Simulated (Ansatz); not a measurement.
The system is V.

```xyz
2
Lattice="2.6043 0.0000 0.0000 -1.3021 2.2554 0.0000 0.0000 0.0000 4.7233" Properties=species:S:1:pos:R:3 pbc="T T T"
V     0.0000    1.5036    1.1808
V     1.3021    0.7518    3.5425
```

This isn't the form of V at room conditions, which is bcc.

Program: Ansatz 0.2.0. Alike in all runs: task single point; level PBEsol; potentials or basis all-electron LAPW, scalar-relativistic; cell as given; k mesh 12 × 12 × 6; cutoff (eV) 262; smearing fermi-dirac 0.05 eV; basis error allowed 0.001 eV/atom. Hardware: 2 threads of Arm Neoverse V2 (shared host).

Task: Order these runs on this cell by their wall time, lowest first.
A. spin collinear, ferromagnetic start
B. spin collinear, ferrimagnetic start
C. spin off

Result: C (4.5 s), A (14 s), B (68 s).

Caveats: the starting moments weren't kept (some runs).
